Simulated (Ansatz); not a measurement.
## A crystal of composition H2 at more than one level of theory

Plane-wave PAW calculations in Ansatz, scalar-relativistic unless spin-orbit coupling is named; Γ-centred meshes, relaxations with the symmetry kept. Pressure is positive in compression. No spin polarisation at the first level.

Plane waves to 420 eV, a k mesh through Γ of 8×8×4 on the computed 4-atom cell and Gaussian smearing (0.02 eV); no spin polarisation.

Structure relaxed with PBE+D3(BJ):

```cif
data_structure
_symmetry_space_group_name_H-M 'Cmcm'
_symmetry_Int_Tables_number 63
_cell_length_a 3.3103
_cell_length_b 5.4177
_cell_length_c 6.3639
_cell_angle_alpha 90.000
_cell_angle_beta 90.000
_cell_angle_gamma 90.000
_cell_volume 114.13
loop_
_atom_site_label
_atom_site_type_symbol
_atom_site_symmetry_multiplicity
_atom_site_Wyckoff_symbol
_atom_site_fract_x
_atom_site_fract_y
_atom_site_fract_z
_atom_site_occupancy
H1 H 8 f 0.50000 0.94329 0.96609 1
```

| level | cell | cutoff (eV) | k mesh | primitive cell | V (Å³/atom) | P (GPa; residual where relaxed) | gap on mesh (eV) |
| --- | --- | --- | --- | --- | --- | --- | --- |
| PBE+D3(BJ) | relaxed | 420 | 8×8×4 | a = 3.17 Å, b = 3.17 Å, c = 6.36 Å, α = 90.00°, β = 90.00°, γ = 117.15° | 14.3 | -0.01 | 8.53 |
| r2SCAN+D3(BJ) | relaxed | 500 | 8×8×4 | a = 3.40 Å, b = 3.40 Å, c = 6.97 Å, α = 90.00°, β = 90.00°, γ = 118.69° | 17.7 | 0.01 | 9.82 |

The volumes differ by 24 %: in a crystal of weakly bound units the cell follows the treatment of dispersion. All levels here carry a dispersion correction, so this is the spread between functionals with their corrections.

The D3 damping used with r2SCAN was fitted together with a three-body term that is left out here.

Cost: 2 runs of about 1.5 core-minutes in all, on Arm Neoverse V2 (shared hosts).